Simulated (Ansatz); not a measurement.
Runs of Ansatz 0.2.0 on NaCl. Symmetry: Pm-3m, No. 221, cubic system. The conventional cell has a = 3.502 Å, b = 3.502 Å, c = 3.502 Å, α = 90.00°, β = 90.00°, γ = 90.00°. Around Cl (site symmetry m-3m) lie 8 Na at 3.03 Å. Around Na (site symmetry m-3m) lie 8 Cl at 3.03 Å. Measurements of this composition are mostly on another form, of space group No. 225.

```tsv
task	level	cell	k mesh	smearing	points for each segment of the path	q mesh	mesh quality	gap on the mesh (eV)	pressure (GPa)
band structure	PBE0	as given	4 × 4 × 4	fermi-dirac 0.05 eV	4	-	coarse	(a)	-0.4
phonons	PBEsol	as given	6 × 6 × 6	fixed	8	2 × 2 × 2	not flagged	3.84	-
single point	LDA	as given	8 × 8 × 8	gaussian 0.02 eV	-	-	not flagged	3.60	(b)
relaxation of cell and atoms	HSE03	relaxed	4 × 4 × 4	fermi-dirac 0.05 eV	-	-	coarse	5.10	0.0
single point	PBEsol+D4	as given	8 × 8 × 8	fermi-dirac 0.05 eV	-	-	not flagged	3.84	-1.7
```

Alike in all rows: potentials or basis Ansatz PAW; no spin polarisation; cutoff (eV) 420.

Question: Fill in the values left out.

Answer: (a) 6.02; (b) -3.1.

Caveats: some runs use coarse meshes; the PAW data sets come from PBE, with cores solved anew for the run's functional, which leaves a small shift of forces and pressure; the thresholds are loose for stress (some runs); some modes are imaginary (some runs); the plane-wave basis is chosen anew once the cell has moved, so the energies of steps on either side of that aren't comparable (some runs).

A k mesh can miss the band edges.

Runs at the PBE level aren't shown here.
